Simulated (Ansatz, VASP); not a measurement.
## One calculation of KCl, two programs

```
K Cl
1.0
     3.77046    0.00000    0.00000
     0.00000    3.77046    0.00000
     0.00000    0.00000    3.77046
K Cl
1 1
Direct
  0.00000 0.00000 0.00000
  0.50000 0.50000 0.50000
```

Alike in both runs: task relaxation of cell and atoms; functional r2SCAN; k mesh 6 × 6 × 6; no spin polarisation.

```csv
,VASP,Ansatz
version,VASP 6.6.1,Ansatz 0.2.0
potentials or method,"VASP PAW PBE potentials, release 64 (K_sv, Cl)","scalar-relativistic, plane waves, PAW"
plane-wave cutoff (eV),600,500
occupations,"gaussian, width 0.01 eV",fixed
valence electrons in the cell,16,16
```

```csv
,VASP,Ansatz,Ansatz less VASP
"gap on the k mesh at the Fermi level, each at its own relaxed structure (eV)",5.81,5.80,-0.003
relaxed volume (Å³/atom),26.82,26.80,-0.020
relaxed cell length with the largest relative difference (Å),3.771,3.770,-0.0010
```

Caveats: the PAW data sets were made with another functional, which shifts forces and pressure a little (VASP). A k mesh can miss the band edges.
